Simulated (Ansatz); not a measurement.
**Ge (I4_1/amd), a film clamped to a substrate**

Level of theory: DFT PBEsol, scalar-relativistic, plane waves, PAW in Ansatz. The runs took a 420 eV cutoff, a Γ-centred 24×24×24 mesh and Gaussian smearing (0.15 eV). No spin polarisation. Energies are free energies at this smearing, counted from the undisturbed cell; pressure is positive in compression.

The undisturbed cell (relaxed at this level; this form isn't the usual structure):

```yaml
crystal:
  lattice:
    - [-2.56301, 2.56301, 1.39666]
    - [2.56301, -2.56301, 1.39666]
    - [2.56301, 2.56301, -1.39666]
  atoms:
    - { symbol: Ge, position: [0.25000, 0.75000, 0.50000] }
    - { symbol: Ge, position: [0.50000, 0.50000, 0.00000] }
```

The cell (2 atoms, V0 = 36.70 Å³) is strained by p along both x and y and by q along z, fractional coordinates fixed. τp = (1/V0) ∂E/∂p = (σxx + σyy)(1 + p)(1 + q) and τq = (1/V0) ∂E/∂q = σzz(1 + p)², with tension positive.

```
     p q  ΔE (meV/atom)  τp (GPa)  τq (GPa)
 0.000   0.000           0.00      0.60     -0.48
-0.050   0.000          61.24    -23.64     -6.42
 0.050   0.000          47.49     14.86      4.36
 0.000  -0.050          24.15     -5.38     -8.75
 0.000   0.050          13.34      5.18      4.64
```

Get the second derivatives of the energy density.

Central differences give A = ∂τp/∂p = 385 GPa (C11 + C22 + 2 C12), C = ∂τq/∂q = 134 GPa (C33) and the cross term B = ∂τq/∂p = 108 GPa (C13 + C23); ∂τp/∂q = 106 GPa must equal B, and any difference shows higher-order terms. Steps this large leave an error of some per cent of A or C in all of these, which can swamp a small B. The ions are clamped.

A film of this crystal grows with z along the normal on a substrate that imposes p. How does its thickness respond, and what does the misfit cost?

Count p and q from the stress-free cell. A free surface needs τq = 0, so q = −(B/C) p = -0.80 p. The energy density left is (A − B²/C) p²/2 = M p², with the biaxial modulus M = 149 GPa; a misfit of 1 % costs 1.71 meV/atom, against 2.20 meV/atom if the thickness were held.

In a metal these slopes depend on the k mesh and the smearing.

Cost: 13 runs of about 6.8 core-minutes in all, on Intel Xeon Platinum 8488C (Sapphire Rapids) (shared hosts).

The film thins when stretched in the plane, but not enough to conserve volume, and this relaxation recovers only a modest part of the misfit energy. The β-tin geometry accounts for this. The four shortest bonds of each atom lie close to the basal plane, so in-plane strain changes their lengths almost directly, whereas a change in thickness acts mainly on the longer contacts along z and tilts the short bonds. Thinning therefore cannot undo most of the in-plane bond stretching. The stresses also rise faster in compression than in tension, as expected from steep short-range repulsion, so the single modulus M probably underestimates the cost of a large compressive misfit and overestimates that of a tensile one.

Holding the fractional coordinates fixed costs nothing here: the atoms occupy sites without free parameters, and these strains preserve the tetragonal symmetry, so no internal relaxation is possible. The positive biaxial modulus shows resistance to this one deformation, not stability against shear or against transformation to the diamond structure.
